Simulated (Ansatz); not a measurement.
Input for Ansatz (plane-wave DFT), RbCl:

```yaml
crystal:
  lattice:
    - [0.0, 3.308707329, 3.308707329]
    - [3.308707329, 0.0, 3.308707329]
    - [3.308707329, 3.308707329, 0.0]
  atoms:
    - { symbol: Rb, position: [0.0, 0.0, 0.0] }
    - { symbol: Cl, position: [0.5, 0.5, 0.5] }
basis:
  ecutwfc: 420
kpoints:
  mp_grid: { grid: [4, 4, 4] }
hamiltonian:
  xc: pbe
scf:
  occupations: { method: gaussian, width: 0.1 }
  max_iter: 300
output:
  forces: true
  stress: true
  eigenvalues: true
magnetization:
  spin_polarized: true
  initial_magnetization: 2.0
  spin_locking: { lock_magnetization: hard }
```

Command:

```bash
ansatz run input.yaml --threads 1 --pin off --max-ram 1331MiB --backend cpu --events-out ev --progress --plain --runs-dir out
```

Output, shortened (HF is the Harris–Foulkes energy, dr2 the density residual in eV):

```text
Warning: output.stress: scf.convergence.dr2_threshold = 1e-7 eV (the SCF's general default) is looser than the 2e-10 eV advised for a printed stress (1e-10 eV for each atom of the cell: 2). What an SCF threshold leaves in a stress goes as its square root …
Pseudopotential: Rb, paw, valence charge 9, recommended cutoff 420 eV (normal)
Pseudopotential: Cl, paw, valence charge 7, recommended cutoff 420 eV (normal)
Crystal: 2 atoms, lattice volume = 72.444 Å³
Basis set: ecut = 420 eV, 1411 PW (Γ), exchange–correlation on 64×64×64 points (8 copies of the dense FFT grid, shifted against one another)
Bands: 13, of which v1, the nominal top of the filled ones, is band 8 counted from 1 (7 counted from 0)
Symmetry: 48 space group operations
Space group: Fm-3m (ITA 225), of the structure as read, at distance tolerance 4.2e-5 Å
k-points: 8 of 64
Initial density: superposition of atomic densities
Starting moments: Σ|m| = 2 μB on 2 of 2 sites
SCF iter   1: HF=-4345.983206 eV  Δρ=4.17e-2 (↑2.76e-2 ↓4.17e-2) dr2=6.32e0  dr2_m=2.06e-1  M=2.000 μB ∫|m|=2.000 μB
spin=Collinear: Kerker preconditioning applied to the charge; magnetization (m = ρ↑ − ρ↓) channel mixes plain (no charge-response kernel on spin).
SCF iter   2: HF=-4344.941231 eV  Δρ=2.91e-2 (↑1.78e-2 ↓2.91e-2) dr2=3.17e0  dr2_m=1.10e-1  M=2.000 μB ∫|m|=2.000 μB
SCF iter   3: HF=-4343.811321 eV  Δρ=5.79e-3 (↑5.71e-3 ↓5.79e-3) dr2=1.87e-1  dr2_m=3.71e-4  M=2.000 μB ∫|m|=2.000 μB
SCF iter   4: HF=-4343.772761 eV  Δρ=2.23e-3 (↑1.86e-3 ↓2.23e-3) dr2=1.03e-2  dr2_m=3.21e-4  M=2.000 μB ∫|m|=2.000 μB
SCF iter   5: HF=-4343.769903 eV  Δρ=4.61e-4 (↑4.12e-4 ↓4.61e-4) dr2=4.36e-4  dr2_m=8.14e-6  M=2.000 μB ∫|m|=2.000 μB
SCF iter   6: HF=-4343.770183 eV  Δρ=6.61e-5 (↑6.61e-5 ↓5.09e-5) dr2=6.90e-6  dr2_m=1.38e-7  M=2.000 μB ∫|m|=2.000 μB
SCF iter   7: HF=-4343.770181 eV  Δρ=1.33e-5 (↑1.33e-5 ↓1.19e-5) dr2=5.00e-7  dr2_m=2.22e-9  M=2.000 μB ∫|m|=2.000 μB
SCF iter   8: F=-4343.770181 eV  HF=-4343.770181 eV  Δρ=2.17e-6 (↑1.84e-6 ↓2.17e-6) dr2=1.47e-8  dr2_m=3.97e-10  M=2.000 μB ∫|m|=2.000 μB
SCF 1 converged in 8 iterations: F = -4343.770181 eV  dr2 = 1.47e-8
SCF converged after 8 iterations
Stability checked in part: among states of this total moment the steps that led to this state did not find it unstable. No probe was made; neither looks for a lower state of another moment (fixed_total_moment; see scf.lower_state_search)
Magnetization: 2.0000 μB (9.0000 up, 7.0000 down)
Absolute magnetization: 2.0001 μB (∫|ρ↑−ρ↓|, with the PAW one-centre terms)
Per-site moments (μB) at R_I (Å): [(0.1685, 1.3648), (1.0334, 1.3648)]
Free energy (F): -4343.770181 eV
E sigma→0 (E₀):  -4343.746340 eV
Entropy (-TS):   -0.047681 eV (-23.841 meV/atom)
Fermi energy:    3.293781 (↑ 7.285697, ↓ -0.698135) eV
--- Forces (eV/Å), atoms counted from 1 ---
  atom   1  Rb    -0.00000000     0.00000000    -0.00000000
  atom   2  Cl     0.00000000    -0.00000000     0.00000000
--- Stress (GPa, compression-positive) ---
        4.290942       0.000000       0.000000
        0.000000       4.290942       0.000000
        0.000000       0.000000       4.290942
  P = ⅓ Tr σ = 4.2909 GPa (42.909 kbar)
```

Settings here are deliberately varied, not converged.